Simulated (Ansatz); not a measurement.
# Co: freezing in a mode

The task, for Co: trace the energy along mode 4.

Computed with Ansatz 0.2.0 (DFT PBEsol, scalar-relativistic, plane waves, PAW, unless a step's input says otherwise).

1 further run of the same task is left out (set aside as unsound or not needed). Runs told in other sessions of the task aren't counted.

## (1) The structure to begin with

The structure is hexagonal, space group P6_3/mmc (No. 194). The conventional cell has a = 2.455 Å, b = 2.455 Å, c = 7.965 Å, α = 90.00°, β = 90.00°, γ = 120.00°. Co (site symmetry -3m) is surrounded by 12 Co at 2.44 to 2.46 Å. Around Co (site symmetry -6m2) lie 12 Co at 2.44 to 2.46 Å.

As a file:

```xyz
4
Lattice="2.4552 0.0000 0.0000 -1.2276 2.1263 0.0000 0.0000 0.0000 7.9648" Properties=species:S:1:pos:R:3 pbc="T T T"
Co    0.0000    0.0000    0.0000
Co    0.0000    1.4175    1.9912
Co    0.0000    0.0000    3.9824
Co    1.2276    0.7088    5.9736
```

It goes back to an entry of the Materials Project.

It is the result of an earlier relaxation at this level (volume 10.40 Å³/atom; gap on the mesh: none (metal), site moments up to 1.7 μB).

## (2) Zero of energy

The reference gives a free energy of -20371.9613 eV, pressure 0.19 GPa, largest force 0.000 eV/Å and gap on the mesh none (metal). It was computed beforehand with the settings of the runs below.

## (3) The scan: freezing in a mode

Mode 4 of the phonon run on this cell, counted from the lowest, is frozen in: each atom moves by x times its row below, so x is the largest displacement.

```
atom      ux      uy     uz
 Co1   0.000   0.000  0.000
 Co2   0.707   0.707  0.000
 Co3   0.000   0.000  0.000
 Co4  -0.707  -0.707  0.000
```

## (4) At x = -0.200 Å

The input, input.yaml:

```yaml
crystal:
  lattice:
    - [2.4552110702, 0.0, 0.0]
    - [-1.2276055351, 2.1262751584, 0.0]
    - [0.0, 0.0, 7.9648408746]
  atoms:
    - { symbol: Co, position: [0.0, 0.0, 0.0], spin: 1.81 }
    - { symbol: Co, position: [0.2424771878, 0.6001553519, 0.25], spin: 1.83 }
    - { symbol: Co, position: [0.0, 0.0, 0.5], spin: 1.81 }
    - { symbol: Co, position: [0.7575228122, 0.3998446481, 0.75], spin: 1.83 }
basis:
  ecutwfc: 420
kpoints:
  mp_grid: { grid: [24, 24, 6] }
hamiltonian:
  xc: pbesol
scf:
  occupations: { method: gaussian, width: 0.15 }
output:
  forces: true
  stress: true
  eigenvalues: true
  populations: true
magnetization:
  spin_polarized: true
```

The run is started by

```
$ ansatz run input.yaml --threads 2 --pin off --max-ram 5120MiB --backend cpu --events-out ev --progress --plain --runs-dir out
```

## (5) x = 0.150 Å

Edit input.yaml of step 4 so:

```diff
@@ -7,5 +7,5 @@
     - { symbol: Co, position: [0.0, 0.0, 0.0], spin: 1.81 }
-    - { symbol: Co, position: [0.2424771878, 0.6001553519, 0.25], spin: 1.83 }
+    - { symbol: Co, position: [0.4014754425, 0.7165501527, 0.25], spin: 1.83 }
     - { symbol: Co, position: [0.0, 0.0, 0.5], spin: 1.81 }
-    - { symbol: Co, position: [0.7575228122, 0.3998446481, 0.75], spin: 1.83 }
+    - { symbol: Co, position: [0.5985245575, 0.2834498473, 0.75], spin: 1.83 }
 basis:
```

## (6) At x = -0.100 Å

The input, input.yaml:

```yaml
crystal:
  lattice:
    - [2.4552110702, 0.0, 0.0]
    - [-1.2276055351, 2.1262751584, 0.0]
    - [0.0, 0.0, 7.9648408746]
  atoms:
    - { symbol: Co, position: [0.0, 0.0, 0.0], spin: 1.81 }
    - { symbol: Co, position: [0.2879052606, 0.6334110093, 0.25], spin: 1.83 }
    - { symbol: Co, position: [0.0, 0.0, 0.5], spin: 1.81 }
    - { symbol: Co, position: [0.7120947394, 0.3665889907, 0.75], spin: 1.83 }
basis:
  ecutwfc: 420
kpoints:
  mp_grid: { grid: [24, 24, 6] }
hamiltonian:
  xc: pbesol
scf:
  occupations: { method: gaussian, width: 0.15 }
output:
  forces: true
  stress: true
  eigenvalues: true
  populations: true
  write_density: true
  write_potential: true
  elf: true
  volumetric_format: npy
magnetization:
  spin_polarized: true
```

## (7) x = 0.050 Å

The input, input.yaml:

```yaml
crystal:
  lattice:
    - [2.4552110702, 0.0, 0.0]
    - [-1.2276055351, 2.1262751584, 0.0]
    - [0.0, 0.0, 7.9648408746]
  atoms:
    - { symbol: Co, position: [0.0, 0.0, 0.0], spin: 1.81 }
    - { symbol: Co, position: [0.3560473697, 0.6832944953, 0.25], spin: 1.83 }
    - { symbol: Co, position: [0.0, 0.0, 0.5], spin: 1.81 }
    - { symbol: Co, position: [0.6439526303, 0.3167055047, 0.75], spin: 1.83 }
basis:
  ecutwfc: 420
kpoints:
  mp_grid: { grid: [24, 24, 6] }
hamiltonian:
  xc: pbesol
scf:
  occupations: { method: gaussian, width: 0.15 }
output:
  forces: true
  stress: true
  eigenvalues: true
  populations: true
magnetization:
  spin_polarized: true
```

## (8) x = 0.200 Å

Edit input.yaml of step 7 so:

```diff
@@ -7,5 +7,5 @@
     - { symbol: Co, position: [0.0, 0.0, 0.0], spin: 1.81 }
-    - { symbol: Co, position: [0.3560473697, 0.6832944953, 0.25], spin: 1.83 }
+    - { symbol: Co, position: [0.4241894789, 0.7331779814, 0.25], spin: 1.83 }
     - { symbol: Co, position: [0.0, 0.0, 0.5], spin: 1.81 }
-    - { symbol: Co, position: [0.6439526303, 0.3167055047, 0.75], spin: 1.83 }
+    - { symbol: Co, position: [0.5758105211, 0.2668220186, 0.75], spin: 1.83 }
 basis:
```

## (9) Point x = -0.150 Å

Edit input.yaml of step 8 so:

```diff
@@ -7,5 +7,5 @@
     - { symbol: Co, position: [0.0, 0.0, 0.0], spin: 1.81 }
-    - { symbol: Co, position: [0.4241894789, 0.7331779814, 0.25], spin: 1.83 }
+    - { symbol: Co, position: [0.2651912242, 0.6167831806, 0.25], spin: 1.83 }
     - { symbol: Co, position: [0.0, 0.0, 0.5], spin: 1.81 }
-    - { symbol: Co, position: [0.5758105211, 0.2668220186, 0.75], spin: 1.83 }
+    - { symbol: Co, position: [0.7348087758, 0.3832168194, 0.75], spin: 1.83 }
 basis:
```

(Steps that only read results are left out.)

**Question.** What will these runs give? Wanted: harmonic wavenumber of the mode.

**Answer**, as computed:

```
                                          quantity     value
                   harmonic wavenumber of the mode  119 cm⁻¹
the same from the force at an amplitude of 0.050 Å  121 cm⁻¹
```

In words: The force at the smallest amplitude gives 121 cm⁻¹ against 119 cm⁻¹ from the phonon run, so the curve is close to a parabola there. No sampled point lies below the undisturbed cell.
